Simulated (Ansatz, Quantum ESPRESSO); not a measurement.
## NiO2: 4 runs at one level of theory

```
Ni O
1.0
     2.79878    0.00000    0.00000
    -1.39939    2.42382    0.00000
     0.00000    0.00000    4.61827
Ni O
1 2
Cartesian
  0.0000 0.0000 2.3091
  0.0000 1.6159 1.3576
  1.3994 0.8079 3.2607
```

The cell comes from a database or a generator and needn't be the stable form of this composition.

Alike in all runs: task band structure; functional PBEsol; k mesh 11 × 11 × 6; occupations fermi-dirac, width 0.05 eV; collinear spin, ferromagnetic start; no spin-orbit coupling. Pressure is positive in compression and, in plane waves, holds the error of the finite cutoff, which Ansatz's Pulay term estimates and takes out. Gaps are the smaller of the mesh's and the band path's.

```csv
program and potentials,plane-wave cutoff (eV),notes,band gap (eV),pressure (GPa),net moment per atom (μB),largest force (eV/Å)
"Ansatz, Ansatz PAW",420,"potentials made for PBE, which Ansatz adapts in part; Pulay term of +0.94 GPa included",0.89,-4.59,0.00,0.475
"Quantum ESPRESSO, PseudoDojo 0.4 SR PBEsol stringent",1415,-,0.81,-4.73,0.00,0.499
"Quantum ESPRESSO, GBRV 1.5 PBEsol",612,-,0.92,-4.14,0.00,0.414
"Quantum ESPRESSO, PseudoDojo 0.4.1 SR PBEsol standard",1333,-,0.81,-4.83,0.00,0.506
```

Force on atom 2 (O), eV/Å:

```
                               program and potentials      x      y      z
                                   Ansatz, Ansatz PAW  0.000  0.000  0.475
 Quantum ESPRESSO, PseudoDojo 0.4 SR PBEsol stringent  0.000  0.000  0.499
                    Quantum ESPRESSO, GBRV 1.5 PBEsol  0.000  0.000  0.414
Quantum ESPRESSO, PseudoDojo 0.4.1 SR PBEsol standard  0.000  0.000  0.506
```

The band gap spans 0.81 (Quantum ESPRESSO, PseudoDojo 0.4 SR PBEsol stringent) to 0.92 eV (Quantum ESPRESSO, GBRV 1.5 PBEsol). The pressure spans -4.83 (Quantum ESPRESSO, PseudoDojo 0.4.1 SR PBEsol standard) to -4.14 GPa (Quantum ESPRESSO, GBRV 1.5 PBEsol). All agree on the net moment per atom. The state is the one that the start led to, which needn't be the lowest. The paths' points differ, which is worth about 0.01 eV.

Differences between rows come from potentials, basis sets and numerical settings, since the functional is the same but for its coding. Runs on potential files found faulty are left out.
